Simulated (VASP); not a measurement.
Runs of VASP 6.6.1 on Al2O3. Symmetry: P-6m2, No. 187, hexagonal system. Conventional cell: a = 2.884 Å, b = 2.884 Å, c = 9.337 Å, α = 90.00°, β = 90.00°, γ = 120.00°. Al (site symmetry 3m) has 3 O at 1.80 Å as nearest neighbours. Around O (site symmetry 3m) lie 3 Al at 1.80 Å. Around O (site symmetry -6m2) lie 6 Al at 2.18 Å. Measurements of this composition are mostly on another form, of space group No. 167.

| cell | target pressure | gap on the mesh (eV) | pressure (GPa) | largest force (eV/Å) |
| --- | --- | --- | --- | --- |
| relaxed to 2 GPa | 2 GPa | 4.56 | 1.9 | 0.01 |
| relaxed to 20 GPa | 20 GPa | (a) | 20.1 | 0.01 |
| relaxed to 5 GPa | 5 GPa | 4.54 | 4.9 | 0.01 |
| relaxed to 10 GPa | 10 GPa | 4.58 | 10.0 | 0.01 |
| relaxed to 30 GPa | 30 GPa | (b) | 30.0 | 0.01 |

Alike in all rows: task relaxation of cell and atoms; level PBE; potentials or basis VASP PAW PBE potentials, release 64 (Al, O); no spin polarisation; k mesh 8 × 8 × 3; cutoff (eV) 600; smearing fermi-dirac 0.05 eV.

Q: Estimate the missing entries.

A: (a) 4.69; (b) 4.83.

Caveats: the cell is relaxed towards a set pressure, so the enthalpy falls and the energy may rise; an odd mesh through Γ misses points on the zone boundary, where band edges often lie.
